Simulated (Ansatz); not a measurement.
Crystal: InAs.

```
In As
1.0
     0.00000    2.87730    2.87730
     2.87730    0.00000    2.87730
     2.87730    2.87730    0.00000
In As
1 1
Direct
  0.50000 0.50000 0.50000
  0.00000 0.00000 0.00000
```

Measurements of this composition are mostly on another form, of space group No. 216.

Base run:

| Item | Value |
| --- | --- |
| Program | Ansatz 0.2.0 |
| Functional | PBEsol |
| Potentials or basis | all-electron LAPW, scalar-relativistic |
| Cutoff | 221 eV (chosen from the basis error) |
| Basis error allowed | 0.001 eV/atom |
| k mesh | 8 × 8 × 8 |
| Occupations | fermi-dirac, width 0.05 eV |
| Spin | no spin polarisation |

Its results: pressure -3.3 GPa.

**Question.** The run is repeated on the same cell with these changes: functional from PBEsol to LDA. What comes out?

**Answer.** Pressure -5.0 GPa.

LDA binds more tightly than PBEsol, so the same cell stands under less pressure.
